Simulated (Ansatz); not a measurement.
# Mo2CCl2 MXene monolayer in a perpendicular field

Aim: how the Mo2CCl2 MXene monolayer screens a field along its normal, and what the field does to its bands. A positive field points along +c.

Method: plane-wave DFT, PBE-D3(BJ), Ansatz PAW (set soft_1); PAW set soft_1, in Ansatz 0.2.0.

## Step 1: Starting point

The cell holds 5 atoms: 2 Cl, 2 Mo and 1 C. Its edges and angles: a = 3.025 Å, b = 3.025 Å, c = 42.397 Å, α = 90.0°, β = 90.0°, γ = 120.0°. Vacuum lies along c.

## Step 2: Relaxation

The starting cell is a guess, so the in-plane lattice and the atoms are relaxed first, with the slab cut off from its images along the normal.

input.yaml

```yaml
crystal:
  lattice:
    - [3.024736, 0.0, 0.0]
    - [-1.512368, 2.6194982157, 0.0]
    - [0.0, 0.0, 42.3970420757]
  atoms:
    - { symbol: Cl, position: [0.3333333333, 0.6666666667, 0.4328132129] }
    - { symbol: Mo, position: [0.6666666667, 0.3333333333, 0.4718499173] }
    - { symbol: C, position: [0.0, 0.0, 0.5] }
    - { symbol: Mo, position: [0.3333333333, 0.6666666667, 0.5281500827] }
    - { symbol: Cl, position: [0.6666666667, 0.3333333333, 0.5671867871] }
  periodic: [true, true, false]
kpoints:
  mp_grid: { grid: [12, 12, 1] }
hamiltonian:
  xc: pbe
  dispersion: d3bj
  pseudopotentials: { kind: paw, azcp: { folder: soft_1 } }
scf:
  occupations: { method: fermi_dirac, width: 0.05 }
  convergence: { dr2_threshold: 1.0e-09 }
relax:
  f_tol: 0.004
  max_steps: 90
  cell: {}
output:
  write_potential: true
  write_density: true
  volumetric_format: npy
```

Launch:

```sh
$ ansatz run input.yaml --threads 2 --pin off --max-ram 3072MiB --backend cpu --events-out ev --progress --plain --runs-dir out
```

Numbers of over 12 decimals in the logs are rounded to 6 here.

What it wrote:

```text
Warning: relax.cell: scf.convergence.dr2_threshold = 1e-9 eV is looser than the 2.02924441501e-10 eV advised for a relaxation that steers and ends on the stress (1e-10 eV for each atom of the cell: 5, times the square of relax.cell.stress_2d_tol = 0.05 N/m over 15.7 Å (the atoms' height at the walk's start and 5 Å past either face), 3.185e-2 GPa, over a crystal's default 0.05). What an SCF threshold leaves in a stress goes as its square root, and in the free energy as the threshold itself, and one threshold admits the most on a small cell: [figures from the program's tests cut] Set scf.convergence.dr2_threshold to 2.02924441501e-10 eV or tighter. [rest of the remark cut]
Engine: ansatz 0.2.0, aarch64-unknown-linux-gnu
Pseudopotentials: kind: paw
Pseudopotential: Cl, paw, valence charge 7, recommended cutoff 420 eV (normal), soft_1/Cl.paw.azcp
Pseudopotential: Mo, paw, valence charge 14, recommended cutoff 420 eV (normal), soft_1/Mo.paw.azcp
Pseudopotential: C, paw, valence charge 4, recommended cutoff 420 eV (normal), soft_1/C.paw.azcp
Functional definition: PBE
  parameter kappa = 0.804
  parameter beta = 0.066725
  exchange = pbe_x(kappa = kappa, mu = beta*pi^2/3)
  correlation = pbe_c(beta = beta)
Crystal: 5 atoms, lattice volume = 335.924 Å³
Basis set: ecut = 420 eV, 6477 PW (Γ), exchange–correlation on 48×48×576 points (8 copies of the dense FFT grid, shifted against one another)
Bands: 28, of which v1, the nominal top of the filled ones, is band 23 counted from 1 (22 counted from 0)
Symmetry: 12 space group operations
Space group: P-3m1 (ITA 164), of the structure as read, at distance tolerance 7.0e-5 Å
k-points: 19 of 144
Non-local potential: Cl, projectors of the file, l = 0: 2, l = 1: 2, l = 2: 1
Non-local potential: Mo, projectors of the file, l = 0: 3, l = 1: 2, l = 2: 2, l = 3: 1
Non-local potential: C, projectors of the file, l = 0: 2, l = 1: 2, l = 2: 1
PAW form: soft (Blöchl's): semilocal exchange-correlation on the pseudo side does not see the compensation charge
PAW one-centre angular grid: Cl, 110 points (default); XC on 64 Gauss nodes
PAW one-centre angular grid: Mo, 590 points (default); XC on 64 Gauss nodes
PAW one-centre angular grid: C, 110 points (default); XC on 64 Gauss nodes
Initial density: superposition of atomic densities (neutral atoms: chi_scale 0, normalization atom)
Initial wavefunctions: pseudopotential atomic-orbital guess
Functional: x = pbe(κ = 0.804, μ = 0.219515), c = pbe(β = 0.066725)
SCF iter   1: F=—  HF=-12329.537053 eV  |F-HF|=—  |Δ(HF+E_count)|=         —  Δρ=6.23e-2  dr2=2.39e1  ethr=3.10e-3  ⟨swp⟩=18.1  Hψ=10501  notcnv=0  defer=17
automatic band count: the SCF goes on with 33 bands, as 28 were too few: the levels above may hold too much charge
preconditioner: auto → LDOS  [metal: Δε(μ)=0.034 eV  Ē_g=11.451 eV  σ=0.050 eV  W_gap=0.16  n_scr=26 (ndim 8)  ℏωp=11.1 eV  f_vac=0.778  D(μ)=3.44/eV (n_scr^D=18)  β→1.0]
SCF iter   2: F=—  HF=-12324.330166 eV  |F-HF|=—  |Δ(HF+E_count)|=    5.21e0  Δρ=1.99e-2  dr2=9.29e-1  ethr=3.10e-3  ⟨swp⟩=5.3  Hψ=2111  notcnv=0  defer=44
SCF iter   3: F=—  HF=-12324.283694 eV  |F-HF|=—  |Δ(HF+E_count)|=   4.65e-2  Δρ=8.09e-3  dr2=3.02e-1  ethr=2.02e-3  ⟨swp⟩=4.8  Hψ=1869  notcnv=0  defer=41
SCF iter   4: F=—  HF=-12324.197846 eV  |F-HF|=—  |Δ(HF+E_count)|=   8.58e-2  Δρ=2.44e-3  dr2=2.78e-2  ethr=6.57e-4  ⟨swp⟩=4.5  Hψ=1496  notcnv=0  defer=41
SCF iter   5: F=—  HF=-12324.191041 eV  |F-HF|=—  |Δ(HF+E_count)|=   6.80e-3  Δρ=3.86e-4  dr2=9.94e-4  ethr=6.05e-5  ⟨swp⟩=4.1  Hψ=1581  notcnv=0  defer=41
SCF iter   6: F=—  HF=-12324.190781 eV  |F-HF|=—  |Δ(HF+E_count)|=   2.60e-4  Δρ=8.40e-5  dr2=3.74e-5  ethr=2.16e-6  ⟨swp⟩=4.2  Hψ=1618  notcnv=0  defer=41
SCF iter   7: F=—  HF=-12324.190817 eV  |F-HF|=—  |Δ(HF+E_count)|=   3.64e-5  Δρ=2.59e-5  dr2=4.77e-6  ethr=8.13e-8  ⟨swp⟩=3.7  Hψ=1397  notcnv=0  defer=42
SCF iter   8: F=—  HF=-12324.190811 eV  |F-HF|=—  |Δ(HF+E_count)|=   6.65e-6  Δρ=8.09e-6  dr2=4.91e-7  ethr=1.04e-8  ⟨swp⟩=3.5  Hψ=1238  notcnv=0  defer=41
SCF iter   9: F=—  HF=-12324.190987 eV  |F-HF|=—  |Δ(HF+E_count)|=   1.76e-4  Δρ=2.49e-6  dr2=5.05e-8  ethr=1.07e-9  ⟨swp⟩=3.3  Hψ=1254  notcnv=0  defer=41
SCF iter  10: F=—  HF=-12324.190987 eV  |F-HF|=—  |Δ(HF+E_count)|=   1.48e-7  Δρ=7.10e-7  dr2=4.13e-9  ethr=1.10e-10  ⟨swp⟩=3.6  Hψ=1211  notcnv=0  defer=41
SCF iter  11: F=-12324.190987 eV  HF=-12324.190987 eV  |F-HF|=3.70e-9  |Δ(HF+E_count)|=   1.14e-8  Δρ=2.08e-7  dr2=1.07e-10  ethr=2.17e-12  ⟨swp⟩=14.1  Hψ=5340  notcnv=0
SCF 1 converged in 11 iterations: F = -12324.190987 eV  dr2 = 1.07e-10
  greatest PAW one-centre occupation: 0.999 electrons in one spin orbital (limit 2), on the Mo atom at site 3 (counted from 0), in its partial waves of l = 0
relax step   1: F+E_penalty+E_count = -12324.19098690 eV  Δ(F+E_penalty+E_count) = +0.000e0 eV  max|allowed force component| = 2.407e0 eV/Å  Δτ_max = 0.0000 Å  P = +15.322 N/m  Ω = 335.924 Å³  fix = [c, alpha, beta]  reactions: c +0.000 N/m  (11 SCF iters, accepted)
Crystal: 5 atoms, lattice volume = 347.868 Å³
Basis set: ecut = 420 eV, 6765 PW (Γ), exchange–correlation on 48×48×576 points (8 copies of the dense FFT grid, shifted against one another)
Bands: 33, of which v1, the nominal top of the filled ones, is band 23 counted from 1 (22 counted from 0)
Initial density: handed on by an earlier stage of this run
Initial wavefunctions: those handed on with the density
iter 1 solved again at ethr=2.00e-3 eV; its pass at ethr=3.10e-3 eV (dr2=9.21e-1 eV) is discarded
SCF iter   1: F=—  HF=-12324.885272 eV  |F-HF|=—  |Δ(HF+E_count)|=         —  Δρ=8.86e-3  dr2=9.09e-1  ethr=2.00e-3  ⟨swp⟩=2.2  Hψ=4691  notcnv=0
preconditioner: auto → LDOS  [metal: Δε(μ)=0.027 eV  Ē_g=10.091 eV  σ=0.050 eV  W_gap=0.13  n_scr=26 (ndim 8)  ℏωp=10.9 eV  f_vac=0.772  D(μ)=4.35/eV (n_scr^D=20)  β→1.0]
SCF iter   2: F=—  HF=-12324.790776 eV  |F-HF|=—  |Δ(HF+E_count)|=   9.45e-2  Δρ=3.94e-3  dr2=1.75e-1  ethr=1.98e-3  ⟨swp⟩=3.9  Hψ=1165  notcnv=0  defer=1
SCF iter   3: F=—  HF=-12324.769112 eV  |F-HF|=—  |Δ(HF+E_count)|=   2.17e-2  Δρ=2.55e-3  dr2=6.84e-2  ethr=3.81e-4  ⟨swp⟩=4.1  Hψ=1442  notcnv=0  defer=31
SCF iter   4: F=—  HF=-12324.758057 eV  |F-HF|=—  |Δ(HF+E_count)|=   1.11e-2  Δρ=6.33e-4  dr2=2.72e-3  ethr=1.49e-4  ⟨swp⟩=3.5  Hψ=1242  notcnv=0  defer=42
SCF iter   5: F=—  HF=-12324.757634 eV  |F-HF|=—  |Δ(HF+E_count)|=   4.24e-4  Δρ=1.53e-4  dr2=6.46e-5  ethr=5.91e-6  ⟨swp⟩=4.1  Hψ=1518  notcnv=0  defer=44
SCF iter   6: F=—  HF=-12324.757660 eV  |F-HF|=—  |Δ(HF+E_count)|=   2.69e-5  Δρ=3.29e-5  dr2=3.66e-6  ethr=1.40e-7  ⟨swp⟩=3.4  Hψ=1427  notcnv=0  defer=42
[...]
relax step   9: F+E_penalty+E_count = -12325.67914917 eV  Δ(F+E_penalty+E_count) = -1.692e-2 eV  max|allowed force component| = 6.628e-1 eV/Å  Δτ_max = 0.0491 Å  P = +1.610 N/m  Ω = 401.190 Å³  energy of the carried Pulay correction = -5.471e-3 eV  fix = [c, alpha, beta]  reactions: c +0.000 N/m  (8 SCF iters, accepted)
relax step  10: F+E_penalty+E_count = -12325.69553965 eV  Δ(F+E_penalty+E_count) = -1.639e-2 eV  max|allowed force component| = 1.333e-1 eV/Å  Δτ_max = 0.0263 Å  P = -0.744 N/m  Ω = 409.644 Å³  energy of the carried Pulay correction = -6.110e-3 eV  fix = [c, alpha, beta]  reactions: c -0.000 N/m  (8 SCF iters, accepted)
relax step  11: F+E_penalty+E_count = -12325.69774238 eV  Δ(F+E_penalty+E_count) = -2.203e-3 eV  max|allowed force component| = 2.167e-2 eV/Å  Δτ_max = 0.0066 Å  P = -0.107 N/m  Ω = 407.284 Å³  energy of the carried Pulay correction = -5.933e-3 eV  fix = [c, alpha, beta]  reactions: c -0.000 N/m  (7 SCF iters, accepted)
relax step  12: F+E_penalty+E_count = -12325.69778562 eV  Δ(F+E_penalty+E_count) = -4.324e-5 eV  max|allowed force component| = 1.780e-3 eV/Å  Δτ_max = 0.0003 Å  P = -0.006 N/m  Ω = 407.060 Å³  energy of the carried Pulay correction = -5.917e-3 eV  fix = [c, alpha, beta]  reactions: c -0.000 N/m  (5 SCF iters, accepted)
relax step  13: F+E_penalty+E_count = -12325.71339623 eV  Δ(F+E_penalty+E_count) = -1.561e-2 eV  max|allowed force component| = 4.717e-3 eV/Å  Δτ_max = 0.0000 Å  P = +0.228 N/m  Ω = 407.060 Å³  fix = [c, alpha, beta]  reactions: c +0.000 N/m  stress off target by 2.28e-1 N/m on what of the cell is left free  SCF on the basis re-selected at this cell (its energy is not comparable with the rows above)  (8 SCF iters)
relax step  14: F+E_penalty+E_count = -12325.71347444 eV  Δ(F+E_penalty+E_count) = -7.821e-5 eV  max|allowed force component| = 2.011e-3 eV/Å  Δτ_max = 0.0019 Å  P = +0.010 N/m  Ω = 407.753 Å³  energy of the carried Pulay correction = -5.009e-5 eV  fix = [c, alpha, beta]  reactions: c +0.000 N/m  (6 SCF iters, accepted)
iter 1 solved again at ethr=3.43e-7 eV; its pass at ethr=3.10e-3 eV (dr2=1.58e-4 eV) is discarded
SCF iter   1: F=—  HF=-12325.713416 eV  |F-HF|=—  |Δ(HF+E_count)|=         —  Δρ=1.09e-5  dr2=1.73e-8  ethr=3.43e-7  ⟨swp⟩=6.7  Hψ=8695  notcnv=0
eigensolver tolerance schedule: the retry pair's looser diagonalisation over-reported the residual by 9102.68 of it (diagonalisation noise at an unbounded share of the residual, at the tolerance the schedule requests for it); recorded, not acted on — ethr = c·dr2/N_el stays at c = 1.0e-1
preconditioner: auto → LDOS  [metal: Δε(μ)=0.092 eV  Ē_g=9.991 eV  σ=0.050 eV  W_gap=0.41  n_scr=24 (ndim 8)  ℏωp=10.1 eV  f_vac=0.790  D(μ)=1.98/eV (n_scr^D=12)  β→1.0]
SCF iter   2: F=—  HF=-12325.713515 eV  |F-HF|=—  |Δ(HF+E_count)|=   9.87e-5  Δρ=1.66e-6  dr2=2.26e-8  ethr=3.76e-11  ⟨swp⟩=6.5  Hψ=2661  notcnv=0  defer=1
iter 3 met the thresholds in force, and the SCF goes on: an eigenvalue changes by 3.18 meV, over its tolerance of 1.09 meV (output.eigenvalues, Limitations)
SCF iter   3: F=-12325.713515 eV  HF=-12325.713515 eV  |F-HF|=1.29e-9  |Δ(HF+E_count)|=   3.12e-9  Δρ=4.22e-7  dr2=7.23e-10  ethr=2.17e-12  ⟨swp⟩=21.7  Hψ=6851  notcnv=0
SCF iter   4: F=-12325.713515 eV  HF=-12325.713515 eV  |F-HF|=2.05e-8  |Δ(HF+E_count)|=   1.91e-8  Δρ=1.62e-7  dr2=1.88e-10  ethr=1.57e-12  ⟨swp⟩=12.3  Hψ=5127  notcnv=0
SCF 15 converged in 4 iterations: F = -12325.713515 eV  dr2 = 1.88e-10
relax step  15: F+E_penalty+E_count = -12325.71351483 eV  Δ(F+E_penalty+E_count) = -4.038e-5 eV  max|allowed force component| = 2.021e-3 eV/Å  Δτ_max = 0.0000 Å  P = +0.010 N/m  Ω = 407.753 Å³  fix = [c, alpha, beta]  reactions: c +0.000 N/m  stress off target by 9.69e-3 N/m on what of the cell is left free  SCF on the basis re-selected at this cell (its energy is not comparable with the rows above)  (4 SCF iters)
basis re-selected at this cell: Δ(F+E_penalty+E_count) = -4.038e-5 eV, ΔP = -0.000 N/m vs the last step (what re-selecting the basis moved, of the pressure what is left beyond the Pulay correction that the steps carried, after the strain that the cell walked since its last selection, with what the two solves' SCF thresholds leave and, on support functions, any second-order correction that the steps lacked; it is no m [...]
WARN: The input density's exchange-correlation potential varies sharply where the density is thin. Do not read a vacuum level from v_tot or v_xc, or from such a field of the output density. On a cell that repeats whose density bears no net charge and no dipole along the vacuum's axis use v_es (v_loc + v_h of the components); under efield.dipole_correction with no amplitude use v_es + v_field, which holds any external [...]
SCF converged after 4 iterations
an eigenvalue changed by more than its tolerance at an iteration that met the thresholds in force, so the SCF went on 1 time: the last check found none over its tolerance
Free energy (F): -12325.713515 eV
Harris-Foulkes:  -12325.713515 eV  (|F-HF|=2.05e-8)
Internal energy: -12325.696355 eV  (E = F + TS)
E sigma→0 (E₀):  -12325.704935 eV
Entropy (-TS):   -0.017160 eV (-3.432 meV/atom)
Fermi energy:    -4.427873 eV
--- Per-component energies (eV) ---
  E_band       = -1081.984061
  E_kinetic    = 1239.358969
  E_local      = -174020.641075  (includes V_loc(G=0)·N_el)
  E_nonlocal   = 384.951153
  E_hartree    = 86189.225251
  E_xc         = -614.822194
  E_vxc        = -731.071189  (∫ρ·V_xc dr)
  E_paw        = -7842.195739  (= ΣΔE_a)
  E_vpaw       = -333.031059  (= ΣTr[D̂ρ^β])
  E_aug_tail   = 0.000333  (compensation charges beyond the density's cutoff)
  E_ewald      = 82339.985608
  E_disp       = -1.558662  (pairwise vdW)
  E_smearing   = -0.017160  (= −TS)
  E_closure    = 0.000000  (closes the sum)
  Σ components = -12325.713515   (vs F -12325.713515, Δ=0.00e0)
--- Forces (eV/Å), atoms counted from 1 ---
  atom   1  Cl     0.00000000     0.00000000     0.00202083
  atom   2  Mo     0.00000000    -0.00000000    -0.00109592
  atom   3  C      0.00000000     0.00000000     0.00000000
  atom   4  Mo     0.00000000     0.00000000     0.00109592
  atom   5  Cl     0.00000000    -0.00000000    -0.00202083
  max |Σ_I F_I| component: 4.63e-18 eV/Å
--- 2D stress c σ (N/m, compression-positive) ---
        0.009694       0.000000       0.000000
       -0.000000       0.009694      -0.000000
        0.000000      -0.000000       0.000000
  P = ½ c Tr σ = 0.0097 N/m
--- Band table (eV; the first three rows and the last of 19) ---
  k-point 0: bands = [... 19 lower, -7.5400, -7.4540, -7.4540, -4.5595, -3.9036, -3.9036, -3.3657, -3.2906, ... 6 higher]
  k-point 1: bands = [... 19 lower, -7.8779, -7.2981, -7.1094, -4.6259, -4.1257, -3.8955, -3.2631, -3.2012, ... 6 higher]
  k-point 2: bands = [... 19 lower, -8.1378, -7.4307, -6.7260, -4.8343, -4.3458, -3.8780, -3.1173, -2.9742, ... 6 higher]
  k-point 18: bands = [... 19 lower, -8.4387, -6.2283, -6.0746, -6.0746, -3.4809, -3.4809, -2.9977, -1.4119, ... 6 higher]
  the weakly bound empty levels are not read free of the cell's end (no_gap_told)
--- Relaxed structure (13 steps of the walk, 12 accepted, 2 SCFs on fresh bases) ---
  F+E_penalty+E_count = -12325.71351483 eV   max|allowed force component| = 2.021e-3 eV/Å   (the final SCF, on the basis selected at the relaxed cell)
  cell:  # Å, volume = 407.7534 Å³
    - [3.332466, 0, 0]
    - [-1.666233, 2.886000, 0]
    - [0, 0, 42.3970420757]
  atoms:
    - { symbol: Cl, position: [0.333333, 0.666667, 0.436260] }
    - { symbol: Mo, position: [0.666667, 0.333333, 0.478017] }
    - { symbol: C, position: [0, 0, 0.500000] }
    - { symbol: Mo, position: [0.333333, 0.666667, 0.521983] }
    - { symbol: Cl, position: [0.666667, 0.333333, 0.563740] }
```

Elapsed: 3.8 min, on 2 threads of Arm Neoverse N1, shared host; peak memory 0.7 GiB.

This run has no spin polarisation, although Mo can carry a moment.

Step by step:

```
step  energy less that of the first step (eV)  largest force component (eV/Å)  volume (Å³)
   1                                   0.0000                          2.4065       335.92
   2                                  -0.5668                          1.3171       347.87
   3                                  -0.7116                          1.7697       352.93
   4                                  -0.5391                          3.7002       360.32
   5                                  -1.0891                          1.2947       365.12
   6                                  -1.2316                          1.0272       373.81
   7                                  -1.3916                          0.7621       396.44
   8                                  -1.4712                          0.6760       416.49
   9                                  -1.4882                          0.6629       401.19
  10                                  -1.5046                          0.1333       409.64
  11                                  -1.5068                          0.0217       407.28
  12                                  -1.5068                          0.0018       407.06
 13*                                  -1.5224                          0.0047       407.06
  14                                  -1.5225                          0.0020       407.75
 15*                                  -1.5225                          0.0020       407.75
```

Relaxation steps marked * repeat the geometry before them on a plane-wave basis chosen anew for their cell, so energy and pressure can jump there. Relaxation step 4 was tried and not accepted.

The run keeps the 12 symmetry operations that it works with, so distortions that break them were not tested.

```
cell as run  before  after   change
      a (Å)   3.025  3.332  +10.2 %
      b (Å)   3.025  3.332  +10.2 %
```

The atoms that moved most (Å, along periodic axes as changes of fractional coordinates times the final cell, across vacuum about the mean position):

```
atom     dx     dy      dz  length
 Mo4  0.000  0.000  -0.261   0.261
 Mo2  0.000  0.000   0.261   0.261
 Cl1  0.000  0.000   0.146   0.146
 Cl5  0.000  0.000  -0.146   0.146
```

The relaxed structure:

```xyz
5
Lattice="3.3325 0.0000 0.0000 -1.6662 2.8860 0.0000 0.0000 0.0000 42.3970" Properties=species:S:1:pos:R:3
Cl    0.0000    1.9240   18.4961
Mo    1.6662    0.9620   20.2665
C     0.0000    0.0000   21.1985
Mo    0.0000    1.9240   22.1305
Cl    1.6662    0.9620   23.9009
```

This step gave:

```yaml
energy_at_zero_smearing: -12325.7049 eV
```

The lattice constant a goes from 3.025 to 3.332 Å.

(Part 1 of 2 ends here.)

[Logs are printed without paths, hosts, clocks, repeated set-up lines and the standing remarks that a program may print on its own settings, such as how far it seeks lower states.]

[Hosts, paths, dates, database ids (printed as entryN), source tags and the programs' standing remarks are cut or masked in the printed files.]

[Maps of the electrostatic potential energy from Ansatz leave out the sawtooth potential of an applied field or a dipole correction, so their vacuum need not be flat; planar profiles and work functions include it.]
